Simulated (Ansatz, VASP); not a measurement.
# Ba in VASP and in Ansatz

```
CELL_PARAMETERS angstrom
4.15932 0.00000 0.00000
-2.07966 3.60208 0.00000
0.00000 0.00000 6.80498
ATOMIC_POSITIONS crystal
Ba 0.33333 0.66667 0.25000
Ba 0.66667 0.33333 0.75000
```

Alike in both runs: task single point; functional PBEsol; k mesh 10 × 10 × 5; occupations fermi-dirac, width 0.1 eV; no spin polarisation.

|  | VASP | Ansatz |
| --- | --- | --- |
| version | VASP 6.6.1 | Ansatz 0.2.0 |
| potentials or method | VASP PAW PBE potentials, release 64 (Ba_sv) | plane waves (420 eV) with PAW, scalar-relativistic |
| plane-wave cutoff (eV) | 520 | 420 |
| valence electrons in the cell | 20 | 20 |

Ansatz gave:

- pressure (GPa): 1.3
- largest component of the traceless stress (GPa): 0.21

**Question.** What did VASP give for the same quantities?

**Answer.** Pressure (GPa): 1.4; largest component of the traceless stress (GPa): 0.21.

With one functional, cell and mesh, what is left measures potentials, basis and numerics. Ansatz warned: «pseudo_functional_mismatch».

Caveats: the PAW data sets were made with another functional, which shifts forces and pressure a little (VASP). Spin-orbit coupling is left out, which matters for the levels of Ba.
